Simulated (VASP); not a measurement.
**VASP 6.6.1 run: LiBr**

INCAR

```
ISMEAR = 0
EDIFF = 1E-7
ALGO = Normal
NBANDS = 12
METAGGA = M06L
ENCUT = 800
LCHARG = .FALSE.
LWAVE = .FALSE.
LASPH = .TRUE.
IBRION = -1
PREC = Accurate
SIGMA = 0.01
ISIF = 2
NELM = 120
LREAL = .FALSE.
NSW = 0
```

KPOINTS

```
KPOINTS created by Atomic Simulation Environment
0
Gamma
8 8 8
0 0 0
```

POSCAR

```
Li Br
 1.0000000000000000
     0.0000000000000000    2.8491476453000000    2.8491476453000000
     2.8491476453000000    0.0000000000000000    2.8491476453000000
     2.8491476453000000    2.8491476453000000    0.0000000000000000
 Li  Br
   1   1
Cartesian
  0.0000000000000000  0.0000000000000000  0.0000000000000000
  2.8491476453000000  2.8491476453000000  2.8491476453000000
```

The recommended PBE PAW datasets give the neutral cell 10 valence electrons.

Command

```
mpirun -np 1 vasp_std
```

Task: How does this run end, and what does it give?

Result: It was cut off at its time limit.

OSZICAR

```
N       E                     dE             d eps       ncg     rms          rms(c)
DAV:   1    -0.288017985859E+15   -0.28802E+15   -0.28064E+15  1212   0.113E+13
DAV:   2    -0.410696746938E+15   -0.12268E+15   -0.11748E+15   724   0.145E+14
DAV:   3    -0.420430714342E+15   -0.97340E+13   -0.66122E+13  1304   0.282E+13
DAV:   4    -0.420962172513E+15   -0.53146E+12   -0.51513E+11  1276   0.246E+12
DAV:   5    -0.420962468738E+15   -0.29623E+09   -0.29604E+09  1308   0.174E+11    0.111E+02
DAV:   6     0.323969461062E+03    0.42096E+15   -0.51412E+04  1108   0.146E+03    0.164E+02
DAV:   7     0.120656619418E+03   -0.20331E+03   -0.70742E+03  1392   0.172E+03    0.445E+01
DAV:   8    -0.885978027025E+02   -0.20925E+03   -0.12176E+04  1080   0.907E+02    0.660E+01
DAV:   9    -0.288712252141E+05   -0.28783E+05   -0.27282E+05  1344   0.105E+03    0.131E+02
DAV:  10     0.722225794352E+03    0.29593E+05   -0.25774E+04   952   0.164E+03    0.567E+01
...
DAV: 109     0.102603158478E+04    0.79753E+05   -0.20280E+04  1392   0.192E+03    0.641E+01
DAV: 110     0.154708002292E+01   -0.10245E+04   -0.92941E+03  1244   0.666E+02    0.435E+02
DAV: 111    -0.539874288975E+05   -0.53989E+05   -0.53625E+05  1392   0.192E+03    0.121E+02
DAV: 112     0.100243142736E+04    0.54990E+05   -0.19972E+04  1392   0.175E+03    0.645E+01
DAV: 113     0.986007038440E+01   -0.99257E+03   -0.88432E+03  1216   0.628E+02    0.382E+02
DAV: 114    -0.105736381962E+06   -0.10575E+06   -0.10266E+06  1336   0.291E+03    0.114E+02
DAV: 115     0.702683512624E+03    0.10644E+06   -0.26118E+04   944   0.172E+03    0.765E+01
DAV: 116    -0.765595632469E+02   -0.77924E+03   -0.69130E+03  1224   0.544E+02    0.396E+02
DAV: 117    -0.745968490719E+05   -0.74520E+05   -0.73235E+05  1360   0.260E+03    0.112E+02
   1 F= -.74596849E+05 E0= -.74596849E+05  d E =-.439054E-03
```

Standard output (part)

```
POSCAR found type information on POSCAR LiBr
 POSCAR found :  2 types and       2 ions
 LDA part: xc-table for (None), standard interpolation
 POSCAR, INCAR and KPOINTS ok, starting setup
 WAVECAR not read
 entering main loop
 the old and the new charge density differ
    0.111E+02
 the old and the new charge density differ
    0.164E+02
 hard stop encountered!  aborting job ...
|     The electronic self-consistency was not achieved in the given           |
|     number of steps (NELM). The forces and other quantities evaluated       |
|     might not be reliable so examine the results carefully. If you find     |
|     spurious results, we suggest increasing NELM, if you were close to      |
|     convergence or switching to a different ALGO or adjusting the           |
|     density mixing parameters otherwise.                                    |
 soft stop encountered!  aborting job ...
 deleting file STOPCAR
```
